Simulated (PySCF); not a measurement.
Species: norbornadiene, C7H8.
Structure used (PBE0-D3(BJ)/def2-TZVP), in Å, numbered top down from 1:
```xyz
15
C7H8 angstrom
C      0.9477    0.6047   -0.3522
C      0.8548   -0.7201   -0.3409
C     -0.5184   -1.0717    0.2395
C     -1.5718   -0.5539   -0.7442
C     -1.4798    0.7709   -0.7557
C     -0.3632    1.1523    0.2212
C     -0.6149    0.0611    1.2883
H      1.7521    1.2142   -0.7400
H      1.5667   -1.4413   -0.7181
H     -0.6463   -2.0957    0.5849
H     -2.2108   -1.1825   -1.3487
H     -2.0275    1.4727   -1.3696
H     -0.3462    2.1901    0.5484
H     -1.6013    0.1333    1.7504
H      0.1713    0.0122    2.0443
```

All values: wB97X-D/pcSseg-2 (PySCF, non-relativistic), on one gas-phase PBE0-D3(BJ)/def2-TZVP geometry that isn't relaxed in the solvent. The solvent is an IEF-PCM continuum (Bondi radii, 1.10 Å for H, scaled by 1.2). Specific hydrogen bonds and non-electrostatic terms are outside this model.

Gas phase at wB97X-D/pcSseg-2: HOMO -8.32 eV, LUMO 1.46 eV, dipole 0.07 D.

Problem. What does the continuum do to the energy, the frontier levels and the dipole at wB97X-D/pcSseg-2 in chloroform?

Solution. 
| solvent | ε | E(solvent) − E(gas) (kcal/mol) | polarisation term (kcal/mol) | distortion of the solute (kcal/mol) | HOMO (eV) | LUMO (eV) | dipole (D) |
| --- | --- | --- | --- | --- | --- | --- | --- |
| chloroform | 4.711 | -1.55 | -1.64 | 0.09 | -8.34 | 1.46 | 0.12 |

Polarisation term: ½ Σ q·V over the induced surface charges. Distortion: the rise of the solute's own energy as its density leaves the gas-phase optimum.

wB97X-D is run here without its empirical dispersion term; that term would change no orbital, density or response property at a fixed geometry.
